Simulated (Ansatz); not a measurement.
The system is GaN.

```
CELL_PARAMETERS angstrom
0.00000 2.13524 2.13524
2.13524 0.00000 2.13524
2.13524 2.13524 0.00000
ATOMIC_POSITIONS crystal
Ga 0.00000 0.00000 0.00000
N 0.50000 0.50000 0.50000
```

Measurements of this composition are mostly on another form, of space group No. 186.

- Program: Ansatz 0.2.0
- Task: relaxation of cell and atoms
- Functional: PBEsol
- Potentials or basis: Ansatz PAW
- Cutoff: 420 eV (not typed: the program's choice for these potentials)
- k mesh: 11 × 11 × 11
- Occupations: fermi-dirac, width 0.05 eV
- Spin: no spin polarisation

At the start: volume 9.74 Å³/atom.

**Question.** How do energy, volume and symmetry change on relaxing?

**Answer.** It ends after 7 steps and the volume is 9.39 Å³/atom (-3.5 %); space group Fm-3m (No. 225, to 0.05 Å).

The path:
| step | energy change (eV) | largest force (eV/Å) | volume (Å³) |
| --- | --- | --- | --- |
| 1 | 0.0000 | 0.0000 | 19.47 |
| 2 | -0.0166 | 0.0000 | 19.02 |
| 3 | -0.0195 | 0.0000 | 18.78 |
| 4 | -0.0194 | 0.0000 | 18.80 |
| 5 | -0.0170 | 0.0000 | 18.80 |
| 6 | -0.0171 | 0.0000 | 18.78 |
| 7 | -0.0171 | 0.0000 | 18.78 |

Final structure:
```cif
data_structure
_symmetry_space_group_name_H-M 'P 1'
_symmetry_Int_Tables_number 1
_cell_length_a 2.9836
_cell_length_b 2.9836
_cell_length_c 2.9836
_cell_angle_alpha 60.000
_cell_angle_beta 60.000
_cell_angle_gamma 60.000
_cell_volume 18.78
loop_
_atom_site_label
_atom_site_type_symbol
_atom_site_fract_x
_atom_site_fract_y
_atom_site_fract_z
_atom_site_occupancy
Ga1 Ga 0.00000 0.00000 0.00000 1
N1 N 0.50000 0.50000 0.50000 1
```

Caveat: the plane-wave basis is chosen anew once the cell has moved, so the energies of steps on either side of that aren't comparable; the pressure holds a Pulay correction of +0.6 GPa for the finite cutoff; the PAW data sets come from PBE, with cores solved anew for the run's functional, which leaves a small shift of forces and pressure.
